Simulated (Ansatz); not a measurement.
# ZrS squeezed and stretched

A database entry relaxed whole under r2SCAN (Fm-3m):

```xyz
2
Lattice="0.0000 2.6131 2.6131 2.6131 0.0000 2.6131 2.6131 2.6131 0.0000" Properties=species:S:1:pos:R:3 pbc="T T T"
Zr    0.0000    0.0000    0.0000
S     2.6131    2.6131    2.6131
```

The cell was scaled uniformly, its shape held, and the atoms relaxed at each volume with plane-wave PAW DFT (Ansatz 0.2.0; r2SCAN, 500 eV, 11×11×11 Γ-centred mesh, fermi-dirac occupations of width 0.100 eV; no spin, no spin-orbit coupling). One row is withheld.

| volume (Å³/atom) | energy over the lowest (meV/atom) | pressure (GPa) |
| --- | --- | --- |
| 16.773 | 31.1 | 9.99 |
| 17.130 | 13.2 | 6.32 |
| 17.487 | ? | ? |
| 17.844 | 0.0 | 0.08 |
| 18.201 | 3.1 | -2.56 |
| 18.558 | 11.8 | -4.93 |
| 18.915 | 25.5 | -7.06 |

Problem. Fit the pressures of the other rows to the third-order Birch-Murnaghan form.

Solution. With f = [(V₀/V)^(2/3) − 1]/2 and P = 3B₀f(1 + 2f)^(5/2)[1 + 3(B₀′ − 4)f/2], least squares gives V₀ = 17.85 Å³ an atom, B₀ = 139 GPa and B₀′ = 4.5; the rows miss the fit by less than 0.01 GPa. The slope of the energies differs from these pressures by 0.13 GPa, since they are taken to zero smearing while pressures follow the free energy.

Problem. What does the withheld row hold?

Solution. The fit gives 3.03 GPa at 17.487 Å³; the run gave 3.03 GPa and 3.1 meV an atom.

Caveats: the shape of the cell was held; 0 K, fixed nuclei; the symmetry was kept, and this need not be the phase that is stable at 0 K; one mesh for all volumes; pressure is positive in compression.
